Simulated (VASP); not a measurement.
# MgS (F-43m) in VASP: single point with PBEsol

Aim: the single point of MgS with PBEsol.

Everything below comes from runs of VASP 6.6.1. Logs are shortened: lines on timing, memory, paths and dates and some standing lists are left out, and cuts for length are marked.

## (1) The crystal as given

It takes space group F-43m (No. 216, cubic). The conventional cell has a = 5.666 Å, b = 5.666 Å, c = 5.666 Å, α = 90.00°, β = 90.00°, γ = 90.00°. Mg (site symmetry -43m) is surrounded by 4 S at 2.45 Å. S (site symmetry -43m) is surrounded by 4 Mg at 2.45 Å.

The cell comes from a database or a generator and needn't be the stable form of this composition.

## (2) Single point, PBEsol

INCAR reads:

```
  PREC = Accurate
  ENCUT = 520
  EDIFF = 1E-6
  ISMEAR = 0
  SIGMA = 0.1
  LREAL = F
  LASPH = T
  NELM = 60
  ALGO = Normal
  ISIF = 2
  LWAVE = F
  LCHARG = T
  GGA = PS
  LELF = T
  LVHAR = T
  NBANDS = 11
```

KPOINTS reads:

```
regular mesh
0
Gamma
  6 6 6
```

POSCAR reads:

```
MgS
1.0
    0.0000000000      2.8331200468      2.8331200468
    2.8331200468      0.0000000000      2.8331200468
    2.8331200468      2.8331200468      0.0000000000
Mg S
1 1
Direct
    0.0000000000      0.0000000000      0.0000000000
    0.7500000000      0.7500000000      0.7500000000
```

Potentials or basis: VASP PAW PBE potentials, release 64 (Mg, S).

The run is started by

```console
> cat potpaw_PBE.64/Mg/POTCAR potpaw_PBE.64/S/POTCAR > POTCAR
> mpirun -np 1 vasp_std > vasp.out
```

OUTCAR:

```text
PREC = Accurate
   ENCUT = 520
   EDIFF = 1E-6
   ISMEAR = 0
   LREAL = F
   LASPH = T
   NELM = 60
   ISIF = 2
   GGA = PS

 ion  position               nearest neighbor table
   1  0.000  0.000  0.000-   2 2.45   2 2.45   2 2.45   2 2.45
   2  0.750  0.750  0.750-   1 2.45   1 2.45   1 2.45   1 2.45

  LATTYP: Found a face centered cubic cell.
 ALAT       =     5.6662400936

  Lattice vectors:

 A1 = (   0.0000000000,   2.8331200468,   2.8331200468)
 A2 = (   2.8331200468,   0.0000000000,   2.8331200468)
 A3 = (   2.8331200468,   2.8331200468,   0.0000000000)

Analysis of symmetry for initial positions (statically):
=====================================================================
 Subroutine PRICEL returns:
 Original cell was already a primitive cell.

 Routine SETGRP: Setting up the symmetry group for a
 face centered cubic supercell.

 Subroutine GETGRP returns: Found 24 space group operations
 (whereof 24 operations were pure point group operations)
 out of a pool of 48 trial point group operations.

The static configuration has the point symmetry T_d .

Analysis of symmetry for dynamics (positions and initial velocities):
=====================================================================
 Subroutine PRICEL returns:
 Original cell was already a primitive cell.

 Routine SETGRP: Setting up the symmetry group for a
 face centered cubic supercell.

 Subroutine GETGRP returns: Found 24 space group operations
 (whereof 24 operations were pure point group operations)
 out of a pool of 48 trial point group operations.

The dynamic configuration has the point symmetry T_d .

 Subroutine INISYM returns: Found 24 space group operations
 (whereof 24 operations are pure point group operations),
 and found     1 'primitive' translations

----------------------------------------------------------------------------------------

                                     Primitive cell

  volume of cell :      45.4805

  direct lattice vectors                    reciprocal lattice vectors
     0.000000000  2.833120047  2.833120047    -0.176483874  0.176483874  0.176483874
     2.833120047  0.000000000  2.833120047     0.176483874 -0.176483874  0.176483874
     2.833120047  2.833120047  0.000000000     0.176483874  0.176483874 -0.176483874

  length of vectors
     4.006636794  4.006636794  4.006636794     0.305679036  0.305679036  0.305679036

  position of ions in fractional coordinates (direct lattice)
     0.000000000  0.000000000  0.000000000
     0.750000000  0.750000000  0.750000000

  ion indices of the primitive-cell ions
   primitive index   ion index
[... 76 lines left out ...]
   NELECT =       8.0000    total number of electrons
   NUPDOWN=      -1.0000    fix difference up-down
   EMIN   =  10.00;   EMAX   =-10.00  energy-range for DOS
   EFERMI =   0.00;   METHOD = LEGACY
   ISMEAR =     0;   SIGMA  =   0.10  broadening in eV -4-tet -1-fermi 0-gaus
   EFERMI_NEDOS =   21; number of points for ismear=-14 and -15
   IALGO  =     38    algorithm
   IMIX   =      4    mixing-type and parameters
     AMIX     =   0.40;   BMIX     =  1.00
     AMIX_MAG =   1.60;   BMIX_MAG =  1.00
  volume/ion in A,a.u.               =      22.74       153.46
  Fermi-wavevector in a.u.,A,eV,Ry     =   0.917269  1.733386 11.447692  0.841382
  Thomas-Fermi vector in A             =   2.042218
   LORBIT       =      0    0 simple, 1 ext, 2 COOP (PROOUT), +10 PAW based schemes
   GGA     = PS    functional components
   LHFCALC =     F    Hartree Fock is set to
   AEXX    =    0.0000 exact exchange contribution
   IVDW    =     0    specifies the selected vdW correction
   LEPSILON=     F    determine dielectric tensor
   LRPA    =     F    only Hartree local field effects (RPA)
 non-spin polarized calculation
 Gauss-broadening in eV      SIGMA  =   0.10
  energy-cutoff  :      520.00
  volume of cell :       45.48
 maximum number of plane-waves:      1243
 NGX is ok and might be reduce to    30
   NGX = 15   NGY = 15   NGZ = 15

 number of electron       8.0000001 magnetization

 Free energy of the ion-electron system (eV)
  ---------------------------------------------------
  ext. energy  EPLUGINS =         0.00000000
  ---------------------------------------------------
  free energy    TOTEN  =        -8.91640791 eV

  energy without entropy =       -8.91640791  energy(sigma->0) =       -8.91640791

 E-fermi :   1.4812     XC(G=0):  -8.5676

 val. band max:        0.9874950780   @ k =   0.0000   0.0000   0.0000
 cond. band min:       4.2720593519   @ k =   0.0000   0.0000   0.0000
 fundamental gap:      3.2845642738
 Fermi energy:         1.4812135507

 k-point     1 :       0.0000    0.0000    0.0000
  band No.  band energies     occupation
      1     -10.2739      2.00000
      2       0.9875      2.00000
      3       0.9875      2.00000
      4       0.9875      2.00000
      5       4.2721      0.00000
      6       8.8538      0.00000
      7       8.8538      0.00000
      8       8.8538      0.00000
      9      11.7658      0.00000
     10      11.7658      0.00000
     11      14.5156      0.00000
[... 197 lines left out ...]
 k-point    16 :      -0.3333    0.5000    0.1667
  band No.  band energies     occupation
      1      -9.3548      2.00000
      2      -1.5469      2.00000
      3      -0.5938      2.00000
      4      -0.2965      2.00000
      5       5.8115      0.00000
      6       7.7376      0.00000
      7      10.2523      0.00000
      8      10.2853      0.00000
      9      13.3737      0.00000
     10      14.7096      0.00000
     11      14.8326      0.00000

------------------------ aborting loop because EDIFF is reached ----------------------------------------

  FORCE on cell =-STRESS in cart. coord.  units (eV):
  Direction    XX          YY          ZZ          XY          YZ          ZX
  --------------------------------------------------------------------------------------
  -------------------------------------------------------------------------------------
  Total       -0.1496404     -0.1496404     -0.1496404     -0.0000000      0.0000000      0.0000000
  in kB       -5.2715047     -5.2715047     -5.2715047     -0.0000000      0.0000000      0.0000000
  external PRESSURE =      -5.2715047 kB  Pullay stress =       0.0000000 kB

 VOLUME and BASIS-vectors are now :
 -----------------------------------------------------------------------------
  energy-cutoff  :      520.00
  volume of cell :       45.48
      direct lattice vectors                 reciprocal lattice vectors
     0.000000000  2.833120047  2.833120047    -0.176483874  0.176483874  0.176483874
     2.833120047  0.000000000  2.833120047     0.176483874 -0.176483874  0.176483874
     2.833120047  2.833120047  0.000000000     0.176483874  0.176483874 -0.176483874

 POSITION                                       TOTAL-FORCE (eV/Angst)
 -----------------------------------------------------------------------------------
      0.00000      0.00000      0.00000        -0.000000      0.000000      0.000000
      4.24968      4.24968      4.24968         0.000000     -0.000000     -0.000000
 -----------------------------------------------------------------------------------
    total drift:                               -0.000000     -0.000000     -0.000000

  FREE ENERGIE OF THE ION-ELECTRON SYSTEM (eV)
  ---------------------------------------------------
  free  energy   TOTEN  =        -8.9164079112 eV

  energy  without entropy=       -8.9164079112  energy(sigma->0) =       -8.91640791
```

OSZICAR:

```text
N       E                     dE             d eps       ncg     rms          rms(c)
DAV:   1     0.238856789491E+02    0.23886E+02   -0.34754E+03   360   0.577E+02
DAV:   2    -0.753889919908E+01   -0.31425E+02   -0.30063E+02   410   0.969E+01
DAV:   3    -0.938600823946E+01   -0.18471E+01   -0.18447E+01   418   0.255E+01
DAV:   4    -0.940096687996E+01   -0.14959E-01   -0.14957E-01   423   0.278E+00
DAV:   5    -0.940113859600E+01   -0.17172E-03   -0.17171E-03   442   0.293E-01    0.372E+00
DAV:   6    -0.895432063040E+01    0.44682E+00   -0.11051E+00   367   0.384E+00    0.271E+00
DAV:   7    -0.891515869663E+01    0.39162E-01   -0.22972E-01   421   0.190E+00    0.204E+00
DAV:   8    -0.891700176662E+01   -0.18431E-02   -0.14736E-02   388   0.732E-01    0.103E+00
DAV:   9    -0.891631783802E+01    0.68393E-03   -0.17439E-03   409   0.207E-01    0.358E-01
DAV:  10    -0.891639579583E+01   -0.77958E-04   -0.23133E-04   394   0.736E-02    0.320E-02
DAV:  11    -0.891640853267E+01   -0.12737E-04   -0.12493E-05   412   0.185E-02    0.512E-02
DAV:  12    -0.891640791122E+01    0.62145E-06   -0.13526E-06   409   0.508E-03
   1 F= -.89164079E+01 E0= -.89164079E+01  d E =-.203214E-13
```

stdout:

```text
POSCAR found type information on POSCAR MgS
 POSCAR found :  2 types and       2 ions
 scaLAPACK will be used
 -----------------------------------------------------------------------------
|                                                                             |
|                                                                             |
|     You enforced a specific xc type in the INCAR file but a different       |
|     I HOPE YOU KNOW WHAT YOU ARE DOING!                                     |
|                                                                             |
 -----------------------------------------------------------------------------

 LDA part: xc-table for (Slater+PW92), standard interpolation
 POSCAR, INCAR and KPOINTS ok, starting setup
 FFT: planning ... GRIDC
 FFT: planning ... GRID_SOFT
 FFT: planning ... GRID
 WAVECAR not read
 entering main loop
```

Wall time 10 s (1 thread of Intel Xeon Platinum 8488C (Sapphire Rapids), shared host); peak memory 0.16 GiB.

What came out:

- Free energy: -8.9164 eV
- Pressure: -0.5 GPa
- Band gap on the k mesh: 3.28 eV, direct

Levels at points of the mesh, in eV from the valence-band top:
```csv
k point,band 2,band 3,band 4,band 5,band 6,band 7
"(0.00, 0.00, 0.00)",0.00,0.00,0.00,3.28,7.87,7.87
"(0.50, 0.00, 0.00)",-3.18,-0.33,-0.33,4.99,7.54,7.54
"(0.50, 0.50, 0.00)",-2.85,-1.05,-1.05,3.71,5.54,11.01
```

Caveat: the PAW data sets were made with another functional, which shifts forces and pressure a little. As with any semilocal functional, this PBEsol gap is likely too small.
